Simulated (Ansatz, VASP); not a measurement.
# Ce: VASP beside Ansatz

```xyz
1
Lattice="0.0000 2.3362 2.3362 2.3362 0.0000 2.3362 2.3362 2.3362 0.0000" Properties=species:S:1:pos:R:3 pbc="T T T"
Ce    0.0000    0.0000    0.0000
```

Alike in both runs: task electric field gradients; functional r2SCAN; k mesh 15 × 15 × 15; occupations fermi-dirac, width 0.08 eV; no spin polarisation.

```csv
,VASP,Ansatz
version,VASP 6.6.1,Ansatz 0.2.0
potentials or method,"VASP PAW PBE potentials, release 64 (Ce), cutoff 520 eV","all-electron PAW with datasets made for the crystal, scalar-relativistic"
```

Ansatz gave:

| Item | Value |
| --- | --- |
| pressure (GPa) | -0.1 |
| Vzz of the field gradient on the site that differs most (V/Å²) | 0.0 |

Task: What did VASP give for the same quantities?

Result: Pressure (GPa): -0.4; Vzz of the field gradient on the site that differs most (V/Å²): 0.0.

Ansatz ran all-electron here, so the differences hold the error of VASP's frozen core and of both bases. Ansatz warned: «gradients_without_spin_orbit».

Caveats: the PAW data sets were made with another functional, which shifts forces and pressure a little (VASP). Spin polarisation is off, so any magnetic state and its effect on volume and gap are missing. The runs have no spin-orbit coupling, so splittings on Ce are missing.
